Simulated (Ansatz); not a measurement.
## BAs: band structure with PBEsol

The system is BAs.

```
CELL_PARAMETERS angstrom
0.00000 2.38850 2.38850
2.38850 0.00000 2.38850
2.38850 2.38850 0.00000
ATOMIC_POSITIONS crystal
As 0.75000 0.75000 0.75000
B 0.00000 0.00000 0.00000
```

* Program: Ansatz 0.2.0
* Task: band structure
* Functional: PBEsol
* Potentials or basis: all-electron LAPW, scalar-relativistic
* Cutoff: 315 eV (chosen from the basis error)
* Basis error allowed: 0.001 eV/atom
* k mesh: 10 × 10 × 10
* Occupations: fermi-dirac, width 0.05 eV
* Spin: no spin polarisation

```yaml
Pressure: -0.8 GPa
Band_gap_on_the_k_mesh: 1.09 eV, indirect (least direct gap 3.25 eV)
Band_gap_along_the_path: 1.09 eV, indirect (least direct gap 3.25 eV)
```

Levels at the corners of the path, in eV from the valence-band top:
```
point  band 11  band 12  band 13  band 14  band 15  band 16  band 17  band 18
    Γ   -15.43     0.00     0.00     0.00     3.25     3.25     3.25     4.67
    X   -11.25    -8.52    -4.10    -4.10     1.32     1.35    11.37    11.37
    W   -11.09    -8.03    -5.53    -5.24     5.19     5.91     6.68     7.02
    K   -11.29    -8.13    -6.00    -3.50     1.95     5.48     9.21     9.72
    Γ   -15.43     0.00     0.00     0.00     3.25     3.25     3.25     4.67
    L   -12.55    -8.82    -1.82    -1.82     2.65     4.74     4.74     8.73
    U   -11.29    -8.13    -6.00    -3.50     1.95     5.48     9.21     9.72
    W   -11.09    -8.03    -5.53    -5.24     5.19     5.91     6.68     7.02
```

It took 14 s on 1 thread of AMD EPYC 7R43 64-Core Processor (Zen 3), on a shared host, peak memory 0.31 GiB.

As with any semilocal functional, this PBEsol gap is likely too small.
